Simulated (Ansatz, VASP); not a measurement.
**One calculation of Cl, two programs**

INCAR

```
ALGO = Normal ; EDIFF = 1E-6
ENCUT = 520 ; GGA = CA
ISIF = 2 ; ISMEAR = -1
LASPH = True ; LCHARG = False
LREAL = False ; LWAVE = False
NBANDS = 22 ; NELM = 80
PREC = Accurate ; SIGMA = 0.05
```

Contents of KPOINTS:

```
k-points
0
Gamma
  7 7 4
```

File POSCAR:

```
Cl
1.0
    3.1658284216     -2.2649010965      0.0000000000
    3.1658284216      2.2649010965      0.0000000000
    0.0000000000      0.0000000000      8.2643724455
Cl
4
Direct
    0.3700000000      0.6300000000      0.4000000000
    0.1300000000      0.8700000000      0.9000000000
    0.6300000000      0.3700000000      0.6000000000
    0.8700000000      0.1300000000      0.1000000000
```

input.yaml

```yaml
crystal:
  lattice:
    - [3.1658284216, -2.2649010965, 0.0]
    - [3.1658284216, 2.2649010965, 0.0]
    - [0.0, 0.0, 8.2643724455]
  atoms:
    - { symbol: Cl, position: [0.37, 0.63, 0.4] }
    - { symbol: Cl, position: [0.13, 0.87, 0.9] }
    - { symbol: Cl, position: [0.63, 0.37, 0.6] }
    - { symbol: Cl, position: [0.87, 0.13, 0.1] }
kpoints:
  mp_grid: { grid: [7, 7, 4] }
scf:
  occupations: { method: fermi_dirac, width: 0.05 }
hamiltonian:
  xc: lda
  pseudopotentials: { kind: all_electron, lapw: { basis_error: 0.002 } }
output:
  forces: true
  stress: true
  eigenvalues: true
```

Change from the starting cell: volume scaled by 1.02.

Alike in both runs: task single point; functional LDA; k mesh 7 × 7 × 4; occupations fermi-dirac, width 0.05 eV; no spin polarisation.

```csv
,VASP,Ansatz
version,VASP 6.6.1,Ansatz 0.2.0
potentials or method,"VASP PAW LDA potentials, release 64 (Cl)","all-electron LAPW, scalar-relativistic"
plane-wave cutoff (eV),520,see its input
```

VASP gave:

| Property | Result |
| --- | --- |
| gap on the k mesh at the Fermi level (eV) | 2.29 |
| least direct gap on the mesh (eV) | 2.35 |
| pressure (GPa) | -3.1 |
| largest component of the traceless stress (GPa) | 1.84 |
| rms of the force components (eV/Å) | 0.302 |

Question: Estimate Ansatz's values.

Answer: gap on the k mesh at the Fermi level (eV): 2.27; least direct gap on the mesh (eV): 2.33; pressure (GPa): -2.8; largest component of the traceless stress (GPa): 1.62; rms of the force components (eV/Å): 0.231.

Atom by atom the forces differ by 0.073 eV/Å (rms over components). Ansatz ran all-electron here, so the differences hold the error of VASP's frozen core and of both bases.

Caveats: an odd mesh through Γ misses points on the zone boundary, where band edges often lie.
